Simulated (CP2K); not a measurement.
A run of CP2K 2026.2 is set up as follows.

al_charges.inp

```
&GLOBAL
  PROJECT al_charges
  RUN_TYPE ENERGY_FORCE
  PRINT_LEVEL LOW
&END GLOBAL
&FORCE_EVAL
  METHOD QS
  STRESS_TENSOR ANALYTICAL
  &DFT
    BASIS_SET_FILE_NAME BASIS_ccGRB_UZH
    POTENTIAL_FILE_NAME POTENTIAL_UZH
    &MGRID
      CUTOFF 450
      REL_CUTOFF 60
      NGRIDS 5
    &END MGRID
    &QS
      METHOD GPW
      EPS_DEFAULT 1.0E-9
    &END QS
    &KPOINTS
      SCHEME MONKHORST-PACK 11 11 11
      GAMMA_CENTERED T
      SYMMETRY T
      SYMMETRY_BACKEND SPGLIB
    &END KPOINTS
    &SCF
      SCF_GUESS ATOMIC
      EPS_SCF 1.0E-6
      MAX_SCF 100
      ADDED_MOS 8
      CHOLESKY OFF
      EPS_EIGVAL 1.0E-7
      &DIAGONALIZATION ON
        ALGORITHM STANDARD
      &END DIAGONALIZATION
      &MIXING ON
        METHOD BROYDEN_MIXING
        ALPHA 0.4
        BETA 1.5
        NBUFFER 8
      &END MIXING
      &SMEAR ON
        METHOD FERMI_DIRAC
        ELECTRONIC_TEMPERATURE [K] 580.226
      &END SMEAR
    &END SCF
    &XC
      &XC_FUNCTIONAL PBE
      &END XC_FUNCTIONAL
    &END XC
    &PRINT
      &KPOINTS ON
      &END KPOINTS
      &MULLIKEN ON
      &END MULLIKEN
      &MO ON
        ENERGIES T
        OCCUPATION_NUMBERS T
        &EACH
          QS_SCF 0
        &END EACH
        ADD_LAST NUMERIC
      &END MO
      &LOWDIN ON
      &END LOWDIN
      &HIRSHFELD ON
        SHAPE_FUNCTION GAUSSIAN
      &END HIRSHFELD
      &VORONOI ON
        VORONOI_RADII VDW
      &END VORONOI
      &E_DENSITY_CUBE ON
        STRIDE 1
      &END E_DENSITY_CUBE
      &V_HARTREE_CUBE ON
        STRIDE 1
      &END V_HARTREE_CUBE
      &ELF_CUBE ON
        STRIDE 1
      &END ELF_CUBE
    &END PRINT
  &END DFT
  &SUBSYS
    &CELL
      A 2.8392161732 0.0000000000 0.0000000000
      B 1.4418597637 2.4465485387 0.0000000000
      C 1.3375623274 0.8671055679 2.3852499314
      PERIODIC XYZ
    &END CELL
    &COORD
      Al  0.0000000000 0.0000000000 0.0000000000
    &END COORD
    &KIND Al
      BASIS_SET ccGRB-D-q3
      POTENTIAL GTH-PBE-q3
    &END KIND
    &PRINT
      &ATOMIC_COORDINATES ON
      &END ATOMIC_COORDINATES
      &CELL ON
      &END CELL
      &SYMMETRY ON
      &END SYMMETRY
    &END PRINT
  &END SUBSYS
  &PRINT
    &FORCES ON
    &END FORCES
    &STRESS_TENSOR ON
    &END STRESS_TENSOR
  &END PRINT
&END FORCE_EVAL
```

Potentials or basis: POTENTIAL_UZH Al GTH-PBE-q3; ccGRB-D basis.

Run with:

```sh
$ OMP_NUM_THREADS=1 cp2k.psmp -i al_charges.inp -o al_charges.out
```

Predict the band gap on the k mesh.

none (metal or under the smearing width).

Estimate the pressure.

2.9 GPa.

Stress tensor (GPa, compression positive):
```
 3.65 -0.25  0.62
-0.25  4.45 -0.41
 0.62 -0.41  0.49
```

Caveat: the basis of atomic orbitals isn't converged, which shifts pressures, moduli and gaps.
